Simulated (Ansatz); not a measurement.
**Bands of NbC**

```xyz
2
Lattice="0.0000 2.2427 2.2427 2.2427 0.0000 2.2427 2.2427 2.2427 0.0000" Properties=species:S:1:pos:R:3 pbc="T T T"
Nb    0.0000    0.0000    0.0000
C     2.2427    2.2427    2.2427
```

Atoms are numbered in the order listed.

The structure comes from a relaxation in the same program, started in the rocksalt type, and has space group Fm-3m. Whether it is a known phase or the ground state wasn't checked.

Spin polarisation is left out, and whether a magnetic state lies lower isn't shown here.

Level of theory: DFT, PBE, all-electron LAPW, Dirac equation with spin-orbit coupling in Ansatz 0.2.0.

Numerical set-up: a Γ-centred 16×16×16 k mesh, Fermi–Dirac smearing of 0.08 eV, basis error target 1 meV/atom, no spin polarisation.

Points in fractions of the reciprocal vectors of this cell: Γ (0, 0, 0), X (0.5, 0, 0.5), U (0.625, 0.25, 0.625), K (0.375, 0.375, 0.75), L (0.5, 0.5, 0.5), W (0.5, 0.25, 0.75). The path joins them by straight lines in the order Γ–X–U–K–Γ–L–W–X; legs that retrace an earlier one aren't tabulated. Energies are in eV from the Fermi level.

Problem. Metal or insulator at this level of theory?

Solution. No gap opens: metallic or semimetallic.

Problem. Tabulate bands 34 to 41, counted from the lowest band of the run, along the path.

Solution. 
```
k (1/Å)  point  band 34  band 35  band 36  band 37  band 38  band 39  band 40  band 41
   0.00      Γ    -1.33    -1.23    -1.23    -0.27    -0.27    -0.20    -0.20    -0.20
   0.28           -1.82    -1.76    -1.76    -1.66    -1.66     0.48     0.48     0.69
   0.56           -2.51    -2.15    -2.15    -2.06    -2.06     0.84     0.84     2.12
   0.84           -3.34    -2.02    -2.02    -1.92    -1.92     1.33     1.33     3.14
   1.12           -3.92    -1.62    -1.62    -1.50    -1.50     1.77     1.77     3.28
   1.40      X    -3.86    -1.38    -1.38    -1.24    -1.24     1.95     1.95     3.13
   1.50           -3.88    -1.52    -1.52    -1.28    -1.28     2.20     2.20     3.11
   1.60           -3.93    -1.95    -1.95    -1.23    -1.23     2.81     2.81     3.05
   1.70           -4.01    -2.47    -2.47    -1.07    -1.07     2.90     2.90     3.28
   1.80           -4.10    -2.99    -2.99    -0.76    -0.76     2.70     2.70     3.34
   1.90      U    -4.20    -3.46    -3.46    -0.30    -0.30     2.45     2.45     3.37
   2.07           -4.28    -3.81    -3.81     0.22     0.22     2.22     2.22     3.32
   2.24           -4.37    -4.07    -4.07     1.00     1.00     1.73     1.73     3.24
   2.41           -4.37    -4.07    -4.07     1.00     1.00     1.73     1.73     3.24
   2.58           -4.28    -3.81    -3.81     0.22     0.22     2.22     2.22     3.32
   2.75      K    -4.20    -3.46    -3.46    -0.30    -0.30     2.45     2.45     3.37
   3.05           -4.46    -4.35    -4.35     1.49     1.49     1.58     1.58     3.19
   3.35           -4.59    -4.15    -4.15     0.43     0.43     2.34     2.34     2.55
   3.65           -3.86    -3.42    -3.42    -0.48    -0.48     1.06     1.06     1.63
   3.94           -2.29    -2.25    -2.25    -1.08    -1.08    -0.20    -0.20     0.61
   4.24      Γ    -1.33    -1.23    -1.23    -0.27    -0.27    -0.20    -0.20    -0.20
   4.48           -1.93    -1.88    -1.88    -0.82    -0.82    -0.79    -0.79     0.28
   4.72           -3.24    -3.21    -3.21    -0.22    -0.22    -0.21    -0.21     0.83
   4.97           -4.25    -4.22    -4.22     0.71     0.71     0.72     0.72     1.54
   5.21           -4.88    -4.84    -4.84     1.67     1.67     1.67     1.67     2.61
   5.45      L    -5.08    -5.05    -5.05     2.10     2.10     2.10     2.10     3.52
   5.65           -4.96    -4.92    -4.92     1.84     1.84     2.07     2.07     3.38
   5.85           -4.68    -4.62    -4.62     1.45     1.45     1.86     1.86     3.18
   6.05           -4.46    -4.25    -4.25     1.31     1.31     1.51     1.51     3.19
   6.25           -4.38    -4.11    -4.11     1.40     1.40     1.43     1.43     3.23
   6.44      W    -4.43    -4.28    -4.28     1.51     1.51     1.52     1.52     3.19
   6.58           -4.35    -4.22    -4.22     0.75     0.75     2.19     2.19     3.19
   6.72           -4.12    -3.68    -3.68    -0.01    -0.01     2.70     2.70     3.19
   6.86           -3.99    -2.75    -2.75    -0.67    -0.67     2.99     2.99     3.15
   7.00           -3.89    -1.80    -1.80    -1.13    -1.13     2.39     2.39     3.11
   7.14      X    -3.86    -1.38    -1.38    -1.24    -1.24     1.95     1.95     3.13
```
